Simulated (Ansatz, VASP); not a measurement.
## WS2: VASP beside Ansatz

```
CELL_PARAMETERS angstrom
3.18352 0.00000 0.00000
-1.59176 2.75701 0.00000
0.00000 0.00000 16.95058
ATOMIC_POSITIONS crystal
W 0.33333 0.66667 0.00000
S 0.66667 0.33333 0.90800
S 0.66667 0.33333 0.09200
```

Alike in both runs: task single point; functional r2SCAN; k mesh 8 × 8 × 2; occupations fermi-dirac, width 0.1 eV; no spin polarisation.

|  | VASP | Ansatz |
| --- | --- | --- |
| version | VASP 6.6.1 | Ansatz 0.2.0 |
| potentials or method | VASP PAW PBE potentials, release 64 (W_sv, S) | plane waves, PAW |
| plane-wave cutoff (eV) | 520 | 500 |
| valence electrons in the cell | 26 | 26 |

```tsv
	VASP	Ansatz	Ansatz less VASP
rms of the force components (eV/Å)	0.001	0.011	+0.0098
```

Atom by atom the forces differ by 0.010 eV/Å (rms over components). Ansatz warned: «structure_snapped_to_symmetry».

Caveats: the PAW data sets were made with another functional, which shifts forces and pressure a little (VASP).
